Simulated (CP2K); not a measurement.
C:

```
C
1.0
     2.52210    0.00000    0.00000
    -1.26105    2.18420    0.00000
     0.00000    0.00000    8.23710
C
8
Direct
  0.66667 0.33333 0.84375
  0.33333 0.66667 0.34375
  0.66667 0.33333 0.65625
  0.33333 0.66667 0.15625
  0.00000 0.00000 0.90625
  0.00000 0.00000 0.40625
  0.00000 0.00000 0.59375
  0.00000 0.00000 0.09375
```

This is a hexagonal form of diamond, not graphite.

Program: CP2K 2026.2. Alike in all runs: task band structure; level PBE; no spin polarisation; cell as given; k mesh 9 × 9 × 3; smearing fermi-dirac 0.05 eV.

Question: Order these runs on this cell by their pressure, lowest first.
A. potentials or basis POTENTIAL_UZH C GTH-SCAN-q4; DZVP-MOLOPT-SR-GTH basis; potentials C GTH-SCAN-q4 of POTENTIAL_UZH
B. potentials or basis GTH_POTENTIALS C GTH-PADE-q4; DZVP-MOLOPT-SR-GTH basis; potentials C GTH-PADE-q4 of GTH_POTENTIALS
C. potentials or basis GTH_POTENTIALS C GTH-BLYP-q4; DZVP-MOLOPT-SR-GTH basis; potentials C GTH-BLYP-q4 of GTH_POTENTIALS

Answer: B (-8.1 GPa), A (0.3 GPa), C (2.4 GPa).

Caveats: the potentials were made for another functional, which shifts forces and pressure; the basis of atomic orbitals isn't converged, which shifts pressures, moduli and gaps.
